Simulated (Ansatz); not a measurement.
# ZnS: the cost of one run

Computed with Ansatz 0.2.0 (DFT PBEsol, scalar-relativistic, plane waves, PAW, unless a step's input says otherwise).

1 further run of the same task is left out (set aside as unsound or not needed).

## 1. The structure to begin with

The structure is hexagonal, space group P6_3mc (No. 186). Conventional cell: a = 3.811 Å, b = 3.811 Å, c = 6.234 Å, α = 90.00°, β = 90.00°, γ = 120.00°. Zn (site symmetry 3m) is surrounded by 4 S at 2.31 to 2.40 Å. S (site symmetry 3m) is surrounded by 4 Zn at 2.31 to 2.40 Å.

As a file:

```cif
data_structure
_symmetry_space_group_name_H-M 'P 1'
_symmetry_Int_Tables_number 1
_cell_length_a 3.8110
_cell_length_b 3.8110
_cell_length_c 6.2340
_cell_angle_alpha 90.000
_cell_angle_beta 90.000
_cell_angle_gamma 120.000
_cell_volume 78.41
loop_
_atom_site_label
_atom_site_type_symbol
_atom_site_fract_x
_atom_site_fract_y
_atom_site_fract_z
_atom_site_occupancy
Zn1 Zn 0.33333 0.66667 0.00000 1
Zn2 Zn 0.66667 0.33333 0.50000 1
S1 S 0.33333 0.66667 0.38500 1
S2 S 0.66667 0.33333 0.88500 1
```

The structure comes from the Crystallography Open Database.

## 2. A distortion of lower symmetry

Against the listed cell: strain xx, yy, zz, yz, xz, xy = +4.7, -0.3, -2.2, +0.0, +0.0, +1.5 %; atoms moved by 0.15 Å root mean square, at most 0.18 Å.

input.yaml reads:

```yaml
crystal:
  lattice:
    - [3.9916782338, 0.0581558414, 0.0]
    - [-1.9454746809, 3.2606174672, 0.0]
    - [0.0, 0.0, 6.09735072]
  atoms:
    - { symbol: Zn, position: [0.3452874492, 0.6700637783, 0.0179163508] }
    - { symbol: Zn, position: [0.6547125508, 0.3299362217, 0.5179163508] }
    - { symbol: S, position: [0.3684107848, 0.7027493845, 0.3670836492] }
    - { symbol: S, position: [0.6315892152, 0.2972506155, 0.8670836492] }
basis:
  ecutwfc: 420
kpoints:
  mp_grid: { grid: [9, 9, 6] }
hamiltonian:
  xc: pbesol
scf:
  occupations: { method: gaussian, width: 0.02 }
output:
  forces: true
  stress: true
  eigenvalues: true
  populations: true
```

On the command line:

```sh
$ ansatz run input.yaml --threads 1 --pin off --max-ram 1331MiB --backend cpu --events-out ev --progress --plain --runs-dir out
```

**Question.** How long does this run take on 1 thread of an x86-64 CPU, shared host, and how much memory does it need?

About 57 s, with a peak of 0.5 GiB.
